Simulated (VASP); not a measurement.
Level of theory: PBE GGA, VASP's PBE PAW potentials (set 64) (plane waves; VASP).

A VASP calculation is set up with these files.

### INCAR
```
SYSTEM = RuO2
PREC = Accurate; ENCUT = 400; LREAL = .FALSE.
LASPH = .TRUE.
EDIFF = 1E-6; NELM = 100; ALGO = Normal
LMAXMIX = 4
ISMEAR = 1; SIGMA = 0.05
GGA = PE
IBRION = 2; NSW = 50; ISIF = 2
EDIFFG = -0.03
LWAVE = .FALSE.; LCHARG = .FALSE.
```

**KPOINTS**
```
Automatic mesh
0
Gamma
9 9 13
0 0 0
```

**POSCAR**
```
RuO2
1
    4.4080900000     0.0000000000     0.0000000000
    0.0000000000     4.4080900000     0.0000000000
    0.0000000000     0.0000000000     3.0596920000
Ru O
2 4
Direct
  0.5011770000   0.4818080000   0.5169170000
 -0.0056270000  -0.0065160000  -0.0058080000
  0.7932240000   0.2050740000   0.5010400000
  0.1813370000   0.7988250000   0.4970980000
  0.3208120000   0.3207220000  -0.0180150000
  0.7090760000   0.7000870000   0.0087680000
```

POTCAR, in this order: Ru_pv O (PBE.64 set). Program: vasp_std.

The run wrote:

**OSZICAR**
```
...
DAV:  11    -0.425489588977E+02    0.78078E-06   -0.59589E-06 35258   0.193E-02
   2 F= -.42548959E+02 E0= -.42548970E+02  d E =0.102642E+01
       N       E                     dE             d eps       ncg     rms          rms(c)
DAV:   1    -0.400429523610E+02    0.25060E+01   -0.52863E+02 33990   0.238E+02    0.982E+00
DAV:   2    -0.448044788469E+02   -0.47615E+01   -0.48424E+01 32933   0.469E+01    0.940E+00
DAV:   3    -0.444605630106E+02    0.34392E+00   -0.50459E+00 40654   0.130E+01    0.650E+00
DAV:   4    -0.443541567227E+02    0.10641E+00   -0.55322E-01 42413   0.521E+00    0.388E+00
DAV:   5    -0.443421441460E+02    0.12013E-01   -0.10762E-01 41769   0.259E+00    0.145E+00
DAV:   6    -0.443397477538E+02    0.23964E-02   -0.30284E-02 41264   0.146E+00    0.328E-01
DAV:   7    -0.443396716992E+02    0.76055E-04   -0.46855E-03 36923   0.498E-01    0.166E-01
DAV:   8    -0.443393988169E+02    0.27288E-03   -0.83718E-04 40045   0.235E-01    0.883E-02
DAV:   9    -0.443393978907E+02    0.92621E-06   -0.27561E-04 35908   0.115E-01    0.266E-02
DAV:  10    -0.443393956252E+02    0.22655E-05   -0.21882E-05 41685   0.386E-02    0.158E-02
DAV:  11    -0.443393960196E+02   -0.39439E-06   -0.48212E-06 35291   0.165E-02
   3 F= -.44339396E+02 E0= -.44339431E+02  d E =-.764015E+00
       N       E                     dE             d eps       ncg     rms          rms(c)
DAV:   1    -0.443393931392E+02    0.24860E-05   -0.11055E-01 33633   0.359E+00    0.848E-02
DAV:   2    -0.443399677094E+02   -0.57457E-03   -0.59603E-03 33598   0.589E-01    0.788E-02
DAV:   3    -0.443399671469E+02    0.56251E-06   -0.35930E-04 41767   0.133E-01    0.634E-02
DAV:   4    -0.443399465997E+02    0.20547E-04   -0.10238E-04 40172   0.766E-02    0.343E-02
DAV:   5    -0.443399435358E+02    0.30639E-05   -0.13269E-05 38387   0.349E-02    0.123E-02
DAV:   6    -0.443399435910E+02   -0.55217E-07   -0.36892E-06 32965   0.163E-02
   4 F= -.44339944E+02 E0= -.44339971E+02  d E =-.764563E+00
       N       E                     dE             d eps       ncg     rms          rms(c)
DAV:   1    -0.443394043652E+02    0.53917E-03   -0.76025E-02 33612   0.298E+00    0.720E-02
DAV:   2    -0.443398006231E+02   -0.39626E-03   -0.41051E-03 33479   0.488E-01    0.680E-02
DAV:   3    -0.443397994761E+02    0.11470E-05   -0.26084E-04 41699   0.112E-01    0.530E-02
DAV:   4    -0.443397852891E+02    0.14187E-04   -0.71100E-05 40097   0.623E-02    0.286E-02
DAV:   5    -0.443397834310E+02    0.18581E-05   -0.90008E-06 38131   0.287E-02    0.100E-02
DAV:   6    -0.443397834679E+02   -0.36867E-07   -0.22611E-06 23198   0.132E-02
   5 F= -.44339783E+02 E0= -.44339804E+02  d E =-.764403E+00
       N       E                     dE             d eps       ncg     rms          rms(c)
DAV:   1    -0.443069703663E+02    0.32813E-01   -0.14591E+01 32758   0.398E+01    0.954E-01
DAV:   2    -0.443698655310E+02   -0.62895E-01   -0.68119E-01 36146   0.643E+00    0.715E-01
DAV:   3    -0.443700739561E+02   -0.20843E-03   -0.29343E-02 40925   0.126E+00    0.671E-01
DAV:   4    -0.443680377404E+02    0.20362E-02   -0.15101E-02 39458   0.804E-01    0.409E-01
DAV:   5    -0.443674730501E+02    0.56469E-03   -0.20889E-03 39401   0.426E-01    0.140E-01
DAV:   6    -0.443675240733E+02   -0.51023E-04   -0.44709E-04 35138   0.161E-01    0.353E-02
DAV:   7    -0.443675192479E+02    0.48253E-05   -0.64382E-05 39444   0.739E-02    0.191E-02
DAV:   8    -0.443675175658E+02    0.16822E-05   -0.10683E-05 37766   0.274E-02    0.620E-03
DAV:   9    -0.443675175048E+02    0.60947E-07   -0.40284E-06 30348   0.139E-02
   6 F= -.44367518E+02 E0= -.44367535E+02  d E =-.277340E-01
       N       E                     dE             d eps       ncg     rms          rms(c)
DAV:   1    -0.443674672123E+02    0.50353E-04   -0.24959E-02 32765   0.165E+00    0.391E-02
DAV:   2    -0.443675731257E+02   -0.10591E-03   -0.11440E-03 35922   0.263E-01    0.297E-02
DAV:   3    -0.443675734227E+02   -0.29703E-06   -0.52442E-05 41017   0.550E-02    0.282E-02
DAV:   4    -0.443675696767E+02    0.37460E-05   -0.26466E-05 37461   0.357E-02    0.166E-02
DAV:   5    -0.443675687131E+02    0.96359E-06   -0.32350E-06 24849   0.177E-02
   7 F= -.44367569E+02 E0= -.44367587E+02  d E =-.277852E-01
       N       E                     dE             d eps       ncg     rms          rms(c)
DAV:   1    -0.443529346799E+02    0.14635E-01   -0.74997E+00 32681   0.260E+01    0.572E-01
DAV:   2    -0.443775975645E+02   -0.24663E-01   -0.26271E-01 35929   0.393E+00    0.351E-01
DAV:   3    -0.443777360430E+02   -0.13848E-03   -0.66490E-03 41943   0.601E-01    0.347E-01
DAV:   4    -0.443772188823E+02    0.51716E-03   -0.45799E-03 39766   0.435E-01    0.214E-01
DAV:   5    -0.443770172280E+02    0.20165E-03   -0.96005E-04 39759   0.276E-01    0.597E-02
DAV:   6    -0.443770168181E+02    0.40989E-06   -0.16158E-04 37315   0.104E-01    0.220E-02
DAV:   7    -0.443770183839E+02   -0.15658E-05   -0.26721E-05 36853   0.378E-02    0.103E-02
DAV:   8    -0.443770179241E+02    0.45972E-06   -0.32333E-06 26239   0.154E-02
   8 F= -.44377018E+02 E0= -.44377031E+02  d E =-.944921E-02
       N       E                     dE             d eps       ncg     rms          rms(c)
DAV:   1    -0.443768228411E+02    0.19554E-03   -0.13905E-01 32681   0.354E+00    0.762E-02
DAV:   2    -0.443772745905E+02   -0.45175E-03   -0.48160E-03 35978   0.533E-01    0.464E-02
DAV:   3    -0.443772707864E+02    0.38042E-05   -0.79002E-05 41695   0.677E-02    0.351E-02
DAV:   4    -0.443772715081E+02   -0.72171E-06   -0.72384E-05 39889   0.605E-02    0.359E-02
DAV:   5    -0.443772644099E+02    0.70982E-05   -0.31543E-05 40598   0.444E-02    0.736E-03
DAV:   6    -0.443772644281E+02   -0.18180E-07   -0.27972E-06 26750   0.142E-02
   9 F= -.44377264E+02 E0= -.44377277E+02  d E =-.969571E-02
       N       E                     dE             d eps       ncg     rms          rms(c)
DAV:   1    -0.443760778148E+02    0.11866E-02   -0.41309E-01 33983   0.707E+00    0.184E-01
DAV:   2    -0.443781153138E+02   -0.20375E-02   -0.22407E-02 32891   0.117E+00    0.191E-01
DAV:   3    -0.443780903771E+02    0.24937E-04   -0.20684E-03 41549   0.325E-01    0.152E-01
DAV:   4    -0.443779673773E+02    0.12300E-03   -0.67267E-04 41348   0.184E-01    0.828E-02
DAV:   5    -0.443779591946E+02    0.81826E-05   -0.67108E-05 37658   0.749E-02    0.292E-02
DAV:   6    -0.443779610818E+02   -0.18872E-05   -0.12511E-05 37754   0.261E-02    0.675E-03
DAV:   7    -0.443779608292E+02    0.25268E-06   -0.15585E-06 18978   0.125E-02
  10 F= -.44377961E+02 E0= -.44377975E+02  d E =-.696401E-03
       N       E                     dE             d eps       ncg     rms          rms(c)
DAV:   1    -0.443779513688E+02    0.97130E-05   -0.33226E-03 33920   0.636E-01    0.160E-02
DAV:   2    -0.443779679316E+02   -0.16563E-04   -0.17893E-04 32982   0.104E-01    0.171E-02
DAV:   3    -0.443779675952E+02    0.33633E-06   -0.14842E-05 40795   0.301E-02    0.128E-02
DAV:   4    -0.443779667562E+02    0.83901E-06   -0.43715E-06 27066   0.161E-02
  11 F= -.44377967E+02 E0= -.44377980E+02  d E =-.702328E-03
       N       E                     dE             d eps       ncg     rms          rms(c)
DAV:   1    -0.443779446526E+02    0.22943E-04   -0.88270E-02 32674   0.264E+00    0.762E-02
DAV:   2    -0.443781807560E+02   -0.23610E-03   -0.25452E-03 39002   0.390E-01    0.472E-02
DAV:   3    -0.443781853470E+02   -0.45910E-05   -0.12619E-04 40984   0.857E-02    0.494E-02
DAV:   4    -0.443781728785E+02    0.12468E-04   -0.84565E-05 40276   0.629E-02    0.256E-02
DAV:   5    -0.443781703891E+02    0.24894E-05   -0.11179E-05 35994   0.301E-02    0.857E-03
DAV:   6    -0.443781704745E+02   -0.85450E-07   -0.20774E-06 23286   0.113E-02
  12 F= -.44378170E+02 E0= -.44378184E+02  d E =-.203718E-03
```

File OUTCAR:
```
------------------------ aborting loop because EDIFF is reached ----------------------------------------
  FORCE on cell =-STRESS in cart. coord.  units (eV):
  Direction    XX          YY          ZZ          XY          YZ          ZX
  --------------------------------------------------------------------------------------
  Total        5.1252112      5.0405023      6.4538606     -0.0030180      0.0020077      0.0011978
  in kB      138.1159184    135.8331533    173.9208085     -0.0813307      0.0541054      0.0322779
  external PRESSURE =     149.2899601 kB  Pullay stress =       0.0000000 kB
  volume of cell :       59.45
      direct lattice vectors                 reciprocal lattice vectors
     4.408090000  0.000000000  0.000000000     0.226855622  0.000000000  0.000000000
     0.000000000  4.408090000  0.000000000     0.000000000  0.226855622  0.000000000
     0.000000000  0.000000000  3.059692000     0.000000000  0.000000000  0.326830282
 POSITION                                       TOTAL-FORCE (eV/Angst)
 -----------------------------------------------------------------------------------
      2.20420      2.20378      1.53087        -0.011321      0.002687     -0.011204
      4.40795      4.40794      3.05876         0.004314      0.000632      0.006672
      3.55500      0.86187      1.52903        -0.012077     -0.014936      0.007400
      0.85397      3.54681      1.52907         0.000589      0.005098      0.006667
      1.34933      1.34344      0.00084         0.006313     -0.001517     -0.006048
      3.05786      3.06448      0.00066         0.012182      0.008036     -0.003487
 -----------------------------------------------------------------------------------
    total drift:                                0.000010      0.000219      0.000386
  FREE ENERGIE OF THE ION-ELECTRON SYSTEM (eV)
  ---------------------------------------------------
  free  energy   TOTEN  =       -44.3781704745 eV

  energy  without entropy=      -44.3782120190  energy(sigma->0) =      -44.37818432

 reached required accuracy - stopping structural energy minimisation
```
(Selected blocks of OUTCAR.)

### CONTCAR
```
RuO2
   1.00000000000000
     4.4080899999999996    0.0000000000000000    0.0000000000000000
     0.0000000000000000    4.4080899999999996    0.0000000000000000
     0.0000000000000000    0.0000000000000000    3.0596920000000001
  Ru              O
     2     4
Direct
     0.5000353843122571    0.4999393526597721    0.5003345959796065
     0.9999681522786239    0.9999650065413248    0.9996943030741067
     0.8064721358396586    0.1955201159079655    0.4997331570500561
     0.1937268413664844    0.8046129279968924    0.4997466698093054
     0.3061040804703556    0.3047672505115804    0.0002752129604219
     0.6936924057326227    0.6951953463824793    0.0002160611265105
```

At this cut-off the stress carries a Pulay error, which pulls relaxed volumes low.

The structure comes from a computed database's RuO2 entry; how it stands against other phases isn't given here. In the starting cell atoms are displaced from their ideal sites. This run relaxes the ions in a fixed cell. The run is one of a series of settings (EDIFFG = -0.03, IBRION = 2, NSW = 50 against the base run), some of them coarse on purpose.
